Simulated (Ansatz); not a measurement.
Take a crystal in which As has been replaced by P on all its sites, with the cell rescaled by a rough guess (in some cases also distorted within its space group) and nothing relaxed:

```
Ga P
1.0
     0.00000    2.85420    2.85420
     2.85420    0.00000    2.85420
     2.85420    2.85420    0.00000
Ga P
1 1
Direct
  0.00000 0.00000 0.00000
  0.75000 0.75000 0.75000
```

Computed with DFT PBE, scalar-relativistic, plane waves, PAW in Ansatz 0.2.0.

Plane waves to 420 eV, a k mesh through Γ of 8×8×8 on the computed 2-atom cell and Gaussian smearing (0.02 eV); no spin polarisation.

(1) Will this cell want to expand or contract, and how hard?

(2) Is it a metal on this mesh?

(3) What is its energy against the elements in their standard states?

## Answers

(1) The pressure is -6.5 GPa (positive in compression), so the cell would contract.

(2) No: the gap is 0.72 eV, the least direct gap 0.72 eV.

(3) -0.378 eV/atom at this unrelaxed geometry, with the elements in the same functional.